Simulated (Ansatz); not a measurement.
The cell is CdTe (h-MgO type); cell and atoms were relaxed with r2SCAN. It is hexagonal, P6_3/mmc (No. 194); a = 4.884 Å, c = 6.622 Å in the conventional setting, 34.20 Å³ an atom. Around Cd lie 5 Te at 2.82–3.31 Å; around Te lie 5 Cd at 2.82–3.31 Å.

3 runs of the PAW code Ansatz on this cell differ in the functional (and in the settings that go with it). Levels are in eV from each run's valence top; v1 is the last filled band, c1 the first empty one.

Run A, mean stress -2.8 GPa (compression positive):
```tsv
point	v4	v3	v2	v1	c1	c2
Γ	-1.37	-0.70	-0.41	-0.41	0.08	0.19
M	-2.43	-2.33	-1.20	-1.20	0.99	2.52
K	-3.37	-1.94	-1.76	-1.76	3.34	3.34
```

Run B, mean stress 0.0 GPa (compression positive):
```tsv
point	v4	v3	v2	v1	c1	c2
Γ	-1.38	-0.41	-0.41	-0.13	0.08	0.98
M	-2.46	-2.34	-1.20	-1.20	1.41	3.08
K	-3.41	-1.95	-1.77	-1.77	3.82	3.82
```

Run C, mean stress +1.0 GPa (compression positive):
```tsv
point	v4	v3	v2	v1	c1	c2
Γ	-1.37	-0.51	-0.41	-0.41	0.08	0.44
M	-2.41	-2.31	-1.19	-1.19	1.13	2.66
K	-3.33	-1.91	-1.75	-1.75	3.43	3.43
```

Question: Match the runs to LDA, PBE, r2SCAN.

Answer: A is LDA, B is r2SCAN, C is PBE. In order of the gap: LDA none (overlap 0.43), PBE none (overlap 0.36), r2SCAN none (overlap 0.06) eV. The stress vanishes for r2SCAN, which relaxed the cell.

Simulation only: spin-unpolarised, and no claim that this is the phase found in nature.

Spin-orbit coupling is left out, which matters wherever the heavy atoms make up the band edges.

Where bands overlap, v1 and c1 are numbered by the electron count and aren't everywhere filled or empty.

Where bands overlap the cell is a metal at that level, and these k meshes limit energies, forces and stress. Overlaps of a few tenths of an eV in semilocal functionals can be an artefact that a hybrid or GW lifts.
